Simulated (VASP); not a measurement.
CaO in VASP 6.6.1, single-point calculation

INCAR

```
LASPH = .TRUE.
PREC = Accurate
ISPIN = 2
ISIF = 2
MAGMOM = -0.5 0.5
NELM = 72
LCHARG = .FALSE.
ISMEAR = 0
NSW = 0
ENCUT = 520
SIGMA = 0.01
IBRION = -1
LREAL = .FALSE.
NELMIN = 8
EDIFF = 1E-7
NBANDS = 15
GGA = CA
LWAVE = .FALSE.
```

KPOINTS

```
KPOINTS created by Atomic Simulation Environment
0
Gamma
8 8 8
0 0 0
```

POSCAR

```
Ca O
 1.0000000000000000
    -0.0000000000000000    2.6067317364962017    2.6067317364962017
     2.6067317364962017    0.0000000000000000    2.6067317364962017
     2.6067317364962017    2.6067317364962017    0.0000000000000000
 Ca  O
   1   1
Cartesian
  0.0000000000000000 -0.0000000000000000 -0.0000000000000000
  1.3033658682481006  1.3033658682481006  1.3033658682481006
```

The recommended LDA PAW datasets give the neutral cell 16 valence electrons.

Command

```
mpirun -np 1 vasp_std
```

OSZICAR

```
N       E                     dE             d eps       ncg     rms          rms(c)
DAV:   1     0.125248044958E+03    0.12525E+03   -0.81645E+03  1740   0.105E+03
DAV:   2    -0.100615175503E+02   -0.13531E+03   -0.12517E+03  2188   0.279E+02
DAV:   3    -0.159565404203E+02   -0.58950E+01   -0.58553E+01  2006   0.614E+01
DAV:   4    -0.161686740456E+02   -0.21213E+00   -0.21202E+00  2604   0.984E+00
DAV:   5    -0.161697596799E+02   -0.10856E-02   -0.10856E-02  2013   0.855E-01    0.101E+01
DAV:   6    -0.138946230001E+02    0.22751E+01   -0.82373E+00  1824   0.246E+01    0.443E+00
DAV:   7    -0.137328899949E+02    0.16173E+00   -0.84933E-01  1926   0.843E+00    0.199E+00
DAV:   8    -0.136703595105E+02    0.62530E-01   -0.14208E-01  2181   0.364E+00    0.575E-01
DAV:   9    -0.136704291941E+02   -0.69684E-04   -0.67048E-03  2044   0.671E-01    0.219E-01
DAV:  10    -0.136705553005E+02   -0.12611E-03   -0.37918E-04  2119   0.161E-01    0.104E-01
DAV:  11    -0.136707797940E+02   -0.22449E-03   -0.97373E-05  1883   0.856E-02    0.335E-02
DAV:  12    -0.136707773672E+02    0.24268E-05   -0.31234E-05  2097   0.452E-02    0.140E-02
DAV:  13    -0.136707764451E+02    0.92210E-06   -0.51255E-06  2279   0.214E-02    0.413E-03
DAV:  14    -0.136707765572E+02   -0.11204E-06   -0.67758E-07  2450   0.743E-03    0.145E-03
DAV:  15    -0.136707766144E+02   -0.57196E-07   -0.73128E-08  1657   0.241E-03
   1 F= -.13670777E+02 E0= -.13670777E+02  d E =-.349889E-13  mag=    -0.0000
```

It converged. Results: pressure -3.9 GPa; magnetic moment of the cell 0.00 μB.

For comparison, a separate LDA run of the intended cell, on usual settings and not on those above, gives a gap of 3.14 eV on its mesh and a pressure of -3.9 GPa.

The run above took about 13 s on one core of a shared host (Intel Xeon 6975P-C) and held 0.16 GiB at most.
